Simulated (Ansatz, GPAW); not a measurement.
KTaO3: 8 runs at one level of theory

```xyz
5
Lattice="3.9883 0.0000 0.0000 0.0000 3.9883 0.0000 0.0000 0.0000 3.9883" Properties=species:S:1:pos:R:3 pbc="T T T"
Ta    0.0000    0.0000    0.0000
K     1.9942    1.9942    1.9942
O     0.0000    0.0000    1.9942
O     0.0000    1.9942    0.0000
O     1.9942    0.0000    0.0000
```

Alike in all runs: task single point; functional PBE; k mesh 7 × 7 × 7; occupations fermi-dirac, width 0.05 eV; no spin polarisation; no spin-orbit coupling. Pressure is positive in compression and, in plane waves, holds the error of the finite cutoff, which Ansatz's Pulay term estimates and takes out.

```csv
program and potentials,plane-wave cutoff (eV),notes,pressure (GPa)
"Ansatz, Ansatz PAW",420,8 valence electrons an atom on average; Pulay term of +0.56 GPa included,5.41
"Ansatz, PseudoDojo stringent (PBE files)",1796,10.8 valence electrons an atom on average,4.88
"Ansatz, SPMS NC",1034,8 valence electrons an atom on average; Pulay term of +0.36 GPa included,4.58
"Ansatz, Ansatz NC",1240,10.8 valence electrons an atom on average; Pulay term of +0.05 GPa included,5.53
"Ansatz, PseudoDojo standard (PBE files)",1143,8 valence electrons an atom on average; Pulay term of +0.03 GPa included,4.38
"GPAW, GPAW PAW data sets (gpaw-data 1.2.1)",800,8 valence electrons an atom on average,?
"Ansatz, Ansatz PAW (files of its older set among them)",930,10.8 valence electrons an atom on average,5.52
"Ansatz, JTH PAW",1380,8 valence electrons an atom on average; Pulay term of +0.03 GPa included,5.86
```

Task: Estimate from the other rows what the run with GPAW, GPAW PAW data sets (gpaw-data 1.2.1) gave.

Result: Pressure 6.15 GPa. The other rows, which needn't bracket it: pressure 4.38 to 5.86.
